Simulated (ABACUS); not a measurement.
# InSe (R3m) in ABACUS: reference runs

Reference runs on InSe: the cell as given.

All numbers are computed with ABACUS 3.10.1; they aren't measurements. Logs are shortened: lines on timing, memory, paths and dates and some standing lists are left out, and cuts for length are marked.

**Experimental background.**

“The Interaction of Hydrogen with the van der Waals Crystal γ-InSe”, 2020, pmc:7321205 reports, for a bulk crystal of InSe at 300 K: band gap 1.25 eV.

How close the calculation comes is told below.

## (1) The crystal as given

Symmetry: R3m, No. 160, trigonal system. Conventional cell: a = 4.000 Å, b = 4.000 Å, c = 25.320 Å, α = 90.00°, β = 90.00°, γ = 120.00°. In (site symmetry 3m) is surrounded by 3 Se at 2.63 Å and 1 In at 2.82 Å. Around In (site symmetry 3m) lie 3 Se at 2.64 Å and 1 In at 2.82 Å. Se (site symmetry 3m) is surrounded by 3 In at 2.63 Å. Around Se (site symmetry 3m) lie 3 In at 2.64 Å.

## (2) Single point, PBEsol

The input, INPUT:

```
INPUT_PARAMETERS
suffix              InSe
calculation         scf
basis_type          pw
pseudo_dir          ./
symmetry            1
dft_functional      pbesol
ecutwfc             87
pseudo_rcut         7
nspin               1
nbands              35
ks_solver           dav
smearing_method     fd
smearing_sigma      0.00367493
scf_thr             1e-08
scf_nmax            100
mixing_type         broyden
mixing_beta         0.7
cal_force           1
cal_stress          1
out_chg             1
out_pot             2
out_elf             1
```

The input, STRU:

```
ATOMIC_SPECIES
In 114.8180 In.upf
Se 78.9710 Se.upf

LATTICE_CONSTANT
1.8897261246

LATTICE_VECTORS
2.0000000000 1.1547005384 8.4400000000
-2.0000000000 1.1547005384 8.4400000000
0.0000000000 -2.3094010768 8.4400000000

ATOMIC_POSITIONS
Direct

In
0.0
2
0.8886000000 0.8886000000 0.8886000000 1 1 1
0.0000000000 0.0000000000 0.0000000000 1 1 1

Se
0.0
2
0.1719000000 0.1719000000 0.1719000000 1 1 1
0.3835000000 0.3835000000 0.3835000000 1 1 1
```

The input, KPT:

```
K_POINTS
0
Gamma
8 8 8 0 0 0
```

Potentials or basis: PseudoDojo NC SR 0.4.1 PBEsol standard, plane waves.

Started as:

```sh
$ OMP_NUM_THREADS=1 mpirun -np 4 abacus > log
```

running log:

```text
ABACUS v3.10.1

               Atomic-orbital Based Ab-initio Computation at UStc

 ------------------------------------------------------------------------------------

 READING GENERAL INFORMATION
                           global_out_dir = OUT.InSe/
                           global_in_card = INPUT
                               pseudo_dir = ./
                              orbital_dir =
                                    DSIZE = 4
                                    GSIZE = 1

 READING UNITCELL INFORMATION
                                    ntype = 2
                  lattice constant (Bohr) = 1.88973
              lattice constant (Angstrom) = 1

 READING ATOM TYPE 1
                               atom label = In
                      L=0, number of zeta = 1
                      L=1, number of zeta = 1
                      L=2, number of zeta = 1
             number of atom for this type = 2

 READING ATOM TYPE 2
                               atom label = Se
                      L=0, number of zeta = 1
                      L=1, number of zeta = 1
                      L=2, number of zeta = 1
             number of atom for this type = 2

                        TOTAL ATOM NUMBER = 4
DIRECT COORDINATES
    atom                   x                   y                   z     mag                  vx                  vy                  vz
taud_In1            0.8886000000        0.8886000000        0.8886000000  0.0000        0.0000000000        0.0000000000        0.0000000000
taud_In2            0.0000000000        0.0000000000        0.0000000000  0.0000        0.0000000000        0.0000000000        0.0000000000
taud_Se1            0.1719000000        0.1719000000        0.1719000000  0.0000        0.0000000000        0.0000000000        0.0000000000
taud_Se2            0.3835000000        0.3835000000        0.3835000000  0.0000        0.0000000000        0.0000000000        0.0000000000

                          Volume (Bohr^3) = 789.205
                             Volume (A^3) = 116.948

 Lattice vectors: (Cartesian coordinate: in unit of a_0)
                   +2             +1.1547               +8.44
                   -2             +1.1547               +8.44
                   +0             -2.3094               +8.44
 Reciprocal vectors: (Cartesian coordinate: in unit of 2 pi/a_0)
                +0.25           +0.144338          +0.0394945
                -0.25           +0.144338          +0.0394945
                   +0           -0.288675          +0.0394945
 The esolver type has been set to : ksdft_pw

                PAO radial cut off (Bohr) = 7

 Read in pseudopotential file is In.upf
                     pseudopotential type = NC
          exchange-correlation functional = PBESOL
                 nonlocal core correction = 1
                        valence electrons = 13
                                     lmax = 2
                           number of zeta = 3
                     number of projectors = 6
                           L of projector = 0
[... 5 lines left out ...]
                PAO radial cut off (Bohr) = 7

 Read in pseudopotential file is Se.upf
                     pseudopotential type = NC
          exchange-correlation functional = PBESOL
                 nonlocal core correction = 1
                        valence electrons = 16
                                     lmax = 2
                           number of zeta = 3
                     number of projectors = 6
                           L of projector = 0
                           L of projector = 0
                           L of projector = 1
                           L of projector = 1
                           L of projector = 2
                           L of projector = 2
     initial pseudo atomic orbital number = 36

 SETUP THE ELECTRONS NUMBER
            electron number of element In = 13
      total electron number of element In = 26
            electron number of element Se = 16
      total electron number of element Se = 32
            AUTOSET number of electrons:  = 58
                           occupied bands = 29
                                   NBANDS = 35
                                   NLOCAL = 36

%%%%%%%%%%%%%%%%%%%%%%%%%%%%%%%%%%%%%%%%%%%%%%%%%%%%%%%%%%%%%%%%%%%%%%%%%%%%%%%%%%%%%%%%%%%%%%%%%%%%%%%%%%
 Warning: the number of valence electrons in pseudopotential > 3 for In: [Kr] 4d10 5s2 5p1
 Warning: the number of valence electrons in pseudopotential > 6 for Se: [Ar] 3d10 4s2 4p4
 Pseudopotentials with additional electrons can yield (more) accurate outcomes, but may be less efficient.
 If you're confident that your chosen pseudopotential is appropriate, you can safely ignore this warning.
%%%%%%%%%%%%%%%%%%%%%%%%%%%%%%%%%%%%%%%%%%%%%%%%%%%%%%%%%%%%%%%%%%%%%%%%%%%%%%%%%%%%%%%%%%%%%%%%%%%%%%%%%%

 SETUP THE PLANE WAVE BASIS
 energy cutoff for charge/potential (unit:Ry) = 348
            fft grid for charge/potential = [ 100, 100, 100 ]
                        fft grid division = [ 1, 1, 1 ]
        big fft grid for charge/potential = [ 100, 100, 100 ]
                                     nbxx = 250000
                                     nrxx = 250000

 SETUP PLANE WAVES FOR CHARGE/POTENTIAL
                    number of plane waves = 86609
[... 82 lines left out ...]
                        ROTATION MATRICES = 12
                               nkstot_ibz = 65
K-POINTS REDUCTION ACCORDING TO SYMMETRY
     IBZ    DIRECT_X    DIRECT_Y    DIRECT_Z  WEIGHT  ibz2bz
       1  0.00000000  0.00000000  0.00000000  0.0020       0
       2  0.12500000  0.00000000  0.00000000  0.0117       1
       3  0.25000000  0.00000000  0.00000000  0.0117       2
       4  0.37500000  0.00000000  0.00000000  0.0117       3
       5  0.50000000  0.00000000  0.00000000  0.0059       4
       6  0.12500000  0.12500000  0.00000000  0.0117       9
[... 22 lines left out ...]
      29  0.25000000  0.25000000  0.12500000  0.0117      82
      30  0.37500000  0.25000000  0.12500000  0.0234      83
[... 35 further k points ...]

                               nkstot now = 65
[... K-POINTS DIRECT COORDINATES: 65 rows ...]

           k-point number in this process = 65
       minimum distributed K point number = 65
[... stars of the k points ...]

[... K-POINTS CARTESIAN COORDINATES: 65 rows ...]

[... K-POINTS DIRECT COORDINATES: 65 rows ...]

 SETUP PLANE WAVES FOR WAVE FUNCTIONS
     energy cutoff for wavefunc (unit:Ry) = 87
              fft grid for wave functions = [ 100, 100, 100 ]
                    number of plane waves = 13749
                         number of sticks = 991

 PARALLEL PW FOR WAVE FUNCTIONS
     PROC   COLUMNS(POT)             PW
        1            248           3438
        2            247           3437
        3            248           3437
        4            248           3437
 --------------- sum -------------------
        4            991          13749

 SETUP NONLOCAL PSEUDOPOTENTIALS IN PLANE WAVE BASIS
 In non-local projectors:
 projector 1 L=0
 projector 2 L=0
 projector 3 L=1
 projector 4 L=1
 projector 5 L=2
 projector 6 L=2
 Se non-local projectors:
 projector 1 L=0
 projector 2 L=0
 projector 3 L=1
 projector 4 L=1
 projector 5 L=2
 projector 6 L=2
      TOTAL NUMBER OF NONLOCAL PROJECTORS = 72

 Init Non-Local PseudoPotential table :
 Init Non-Local-Pseudopotential done.

                                     npwx = 2726

 Make real space PAO into reciprocal space.
       max mesh points in Pseudopotential = 701
     dq(describe PAO in reciprocal space) = 0.01
                                    max q = 1124

 number of pseudo atomic orbitals for In is 3
WARNING: norm of atomic wavefunction # 2 of atomic type In is 0.999327, renormalized
WARNING: norm of atomic wavefunction # 3 of atomic type In is 0.979853, renormalized

 number of pseudo atomic orbitals for Se is 3
WARNING: norm of atomic wavefunction # 2 of atomic type Se is 0.999994, renormalized
WARNING: norm of atomic wavefunction # 3 of atomic type Se is 0.999458, renormalized

 -------------------------------------------
 SELF-CONSISTENT
 -------------------------------------------
                                 init_chg = atomic

 PW ALGORITHM --------------- ION=   1  ELEC=   1--------------------------------

 Notice: Threshold on eigenvalues was too large.
 hsover_error=0.58 > DRHO=0.171024
 Origin diag ethr = 0.01
 New diag ethr = 0.00029487

 Density error is 0.17259876758
                          Error Threshold = 0.000294869808854
----------------------------------------------------------
     Energy           Rydberg                 eV
----------------------------------------------------------
 E_KohnSham     -749.7211614563      -10200.4797069831
 E_Harris       -748.0183466463      -10177.3117229285
 E_Fermi        0.5440063254         7.4015857733
----------------------------------------------------------
[... 75 lines left out ...]
 Density error is 8.11807753236e-09
                          Error Threshold = 1.94728562052e-10
----------------------------------------------------------
     Energy           Rydberg                 eV
----------------------------------------------------------
 E_KohnSham     -749.7678694487      -10201.1152018228
 E_KS(sigma->0) -749.7678663033      -10201.1151590272
 E_Harris       -749.7675036496      -10201.1102248704
 E_band         -66.2622321668       -901.5439196677
 E_one_elec     -408.1917959823      -5553.7343022122
 E_Hartree      227.8897700161       3100.5993881287
 E_xc           -175.2041286727      -2383.7744630740
 E_Ewald        -394.2617085190      -5364.2057390741
 E_entropy(-TS) -0.0000062908        -0.0000855911
 E_descf        0.0000000000         0.0000000000
 E_exx          0.0000000000         0.0000000000
 E_Fermi        0.5652776208         7.6909965949
----------------------------------------------------------

 charge density convergence is achieved
 final etot is -10201.115202 eV
 EFERMI = 7.6909965949 eV
The vacuum level is 8.6769713511 eV

 STATE ENERGY(eV) AND OCCUPATIONS    NSPIN == 1
 1/65 kpoint (Cartesian) = 0.0000 0.0000 0.0000 (2707 pws)
       1       -40.0715     0.00390625
       2       -40.0715     0.00390625
       3       -40.0631     0.00390625
       4       -40.0631     0.00390625
       5       -40.0246     0.00390625
       6       -40.0246     0.00390625
[... 212 lines left out ...]
      34        12.3905    3.55594e-43
      35        12.9228    8.44934e-48

[... levels at 59 further k points ...]

------------------------------------------------------------------------------------------
 TOTAL-FORCE (eV/Angstrom)
------------------------------------------------------------------------------------------
                       In1         0.0000000000         0.0000000000         0.3091325789
                       In2         0.0000000000         0.0000000000        -0.2904264852
                       Se1         0.0000000000         0.0000000000        -0.1056168793
                       Se2         0.0000000000         0.0000000000         0.0869107856
------------------------------------------------------------------------------------------

----------------------------------------------------------------
 TOTAL-STRESS (KBAR)
----------------------------------------------------------------
         6.3277022900        -0.0000000000         0.0000000000
         0.0000000000         6.3277022898         0.0000000000
        -0.0000000000         0.0000000000        -4.1764251776
----------------------------------------------------------------
 TOTAL-PRESSURE: 2.826326 KBAR

 --------------------------------------------
 !FINAL_ETOT_IS -10201.1152018227603548 eV
 --------------------------------------------
```

It took 6.6 min on 4 MPI ranks of AMD EPYC 7R43 (Zen 3), shared host; peak memory 0.88 GiB.

What came out:

| Quantity | Value |
| --- | --- |
| Free energy | -10201.1152 eV |
| Pressure | 0.3 GPa |
| Largest force | 0.309 eV/Å |
| Band gap on the k mesh | 0.33 eV, direct |

Forces on the atoms (eV/Å):
```
In   0.000  0.000  0.309
In   0.000  0.000 -0.290
Se   0.000  0.000 -0.106
Se   0.000  0.000  0.087
```

Caveat: spin-orbit coupling is left out, which moves the levels of the heavy elements.

## (3) Comparison with measurements

Step 2. Measured gap of InSe: 1.25 eV (300 K; “The Interaction of Hydrogen with the van der Waals Crystal γ-InSe”, 2020, pmc:7321205). This calculation gives 0.33 eV (-0.92 eV). Spin-orbit coupling on In, Se is left out. The value is that of PBEsol on a finite k mesh, which can miss the band edges, without temperature or zero-point motion. Semilocal functionals fall short of measured gaps as a rule.
